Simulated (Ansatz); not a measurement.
BaTiO$_{3}$: pressure against volume

BaTiO$_{3}$, Pm-3m, a = 4.019 Å. The structure is a COD entry; whether it is the stable form wasn't checked. Ansatz: PBE, PAW, 420 eV, Γ-centred 8×8×8 mesh on 5 atoms, Gaussian smearing 0.02 eV; no spin polarisation. Symmetry fixes shape and atoms, so the cell is only scaled; pressure is positive in compression.

```
V (Å³/atom) P (GPa)
     11.427    27.75
     11.817        ?
     12.207    11.59
     12.596     5.32
     12.986     0.00
     13.375    -4.51
     13.765    -8.32
     14.284   -12.51
```

Q: Take V0 = 12.986 Å³/atom, fit the third-order Birch–Murnaghan form to the other rows, and predict the missing pressure.

A: With the Eulerian strain f = ½[(V0/V)^(2/3) − 1] and y = P/[3f(1 + 2f)^(5/2)], the form is the line y = B0 + 1.5 B0 (B0′ − 4) f. Rows (f, y): 0.04450, 168.0; 0.02105, 165.6; 0.01027, 164.1; -0.00974, 162.1; -0.01905, 160.4; -0.03077, 158.8. Means f = 0.002710, y = 163.17; Σ(Δf)² = 0.003889, ΣΔfΔy = 0.4733; the slope is their ratio. y = 162.8 + 121.7 f GPa, so B0 = 162.8 GPa and B0′ = 4 + 2 × (121.7)/(3 × 162.8) = 4.50. At V = 11.817, f = 0.03245, y = 166.75 and P = 19.00 GPa. The run gave 19.00 GPa, the same to the digits shown.

Symmetry holds off the tilts and polar distortions that many cubic perovskites undergo.